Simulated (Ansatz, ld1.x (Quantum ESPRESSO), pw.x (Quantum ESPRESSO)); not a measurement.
# praseodymium: does the ultrasoft potential hold in the solid?

| Property | Result |
| --- | --- |
| Element | praseodymium |
| Generator | ld1.x (Quantum ESPRESSO) 7.5 |
| Type | ultrasoft |
| Functional | PBE |
| Relativity | scalar-relativistic |
| Frozen core | [Kr] 4d10 |
| Valence charge | 13 |
| Reference configuration | 4f3 5s2 5p6 5d0 6s2 6p0 |
| Partial waves | 5s (bound): rcut 1.95, rcutus 2.30 bohr; 6s (bound): rcut 1.95, rcutus 2.30 bohr; 5p (bound): rcut 2.30, rcutus 2.55 bohr; 6p (bound, empty): rcut 2.30, rcutus 2.55 bohr; 5d (bound, empty): rcut 3.40, rcutus 3.60 bohr; 5d channel at 4.05 Ry: rcut 3.40, rcutus 3.60 bohr; 4f (bound): rcut 1.30, rcutus 1.65 bohr; 4f channel at 0.45 Ry: rcut 1.30, rcutus 1.65 bohr |
| Local potential | all-electron potential smoothed inside 2.95 bohr (lloc = -2) |
| Core correction | a·sin(br)/r model core, default radius (core density twice the valence density) |
| Augmentation charge | PSQ, inside the norm-conserving radii |

Atomic tests: cutoffs needed: 50 Ry and 80 Ry (the cutoffs (Ry, on a coarse ladder) from which the occupation-weighted sum of valence levels, in a spherical-Bessel basis at the reference potential, stays within 10 and 1 mRy of its value at 400 Ry); ghost test: no extra level below or beside the all-electron valence levels (s, p, d, f tested) (spherical-Bessel basis up to 400 Ry, 20 bohr box); configuration tests: test run stopped at test 1 of 7 (negative rho).

Crystal test: bcc Pr in pw.x 7.5, no spin, 13³ k-points, Fermi–Dirac smearing 0.01 Ry, cutoffs 100/800 Ry. The reference is all-electron LAPW (Ansatz 0.2.0) with the same functional, mesh and smearing; V0 and B0 come from Birch–Murnaghan fits to the pressures at five volumes. Errors are pseudo minus all-electron; Δ is the rms difference of the E(V) curves that follow from these fits, minima aligned, over ±6 % about the mean V0. Mesh and smearing are coarse, so the numbers serve the comparison and aren't converged zero-temperature values; the lattice is a test structure that the element need not adopt. Spin polarisation and strong correlation are left out, which matters for this element.

```tsv
V (Å³/atom)	P all-electron (GPa)	P pseudo (GPa)
23.812	1.15	9.26
24.438	0.51	7.45
25.065	-0.02	5.90
25.692	-0.48	4.56
26.318	-0.87	3.44
```

All-electron: a0 = 3.686 Å (V0 = 25.04 Å³/atom), B0 = 19.9 GPa.

Pseudopotential: mean pressure error (GPa): +6.06. The pressure does not cross zero within the volumes sampled, so no fit is given. The largest radius (3.60 bohr) exceeds half the bond length (3.02 bohr), so the spheres overlap, which is one possible source of error among others. This is a poor potential for the solid. Atomic configuration tests: test run stopped at test 1 of 7 (negative rho).

Task: At the middle volume, how do free energy and pressure move when the wave cutoff is lowered (ecutrho held at 800 Ry)?

Result:

```tsv
cutoff (Ry)	shift of F (meV/atom)	shift of P (GPa)
45	+118.7	-6.79
60	+21.4	-0.09
80	+1.5	-0.07
```

The run at the middle volume (84 k-points, 29 iterations) took about 2.7 min on one core of a shared host (Neoverse-V2, 96 threads, 742 GiB, load 46).
